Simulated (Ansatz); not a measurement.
# Mg: single point with PBE

The system is Mg.

```xyz
1
Lattice="-1.7884 1.8240 1.6923 1.8244 -1.8250 1.7328 1.7940 1.8307 -1.6934" Properties=species:S:1:pos:R:3 pbc="T T T"
Mg    0.0505   -0.0117    0.0173
```

The cell isn't the ideal one: cell strained at random at fixed volume.

```
Program             : Ansatz 0.2.0
Task                : single point
Functional          : PBE
Potentials or basis : all-electron LAPW, scalar-relativistic
Cutoff              : 119 eV (chosen from the basis error)
Basis error allowed : 0.001 eV/atom
k mesh              : 11 × 11 × 11
Occupations         : fermi-dirac, width 0.05 eV
Spin                : no spin polarisation
```

```yaml
Pressure: 0.4 GPa
Band_gap_on_the_k_mesh: none (metal or under the smearing width)
```

Stress tensor (GPa, compression positive):
```
 0.44 -0.06 -0.74
-0.06  0.05  0.01
-0.74  0.01  0.83
```

Levels at points of the mesh, in eV from the Fermi level:
```
           k point  band 3  band 4  band 5  band 6  band 7  band 8
(0.00, 0.00, 0.00)  -42.78  -42.78   -7.02   12.30   13.46   13.56
```

Wall time 16 s on 1 thread of Arm Neoverse V1 (shared host), peak memory 0.36 GiB.
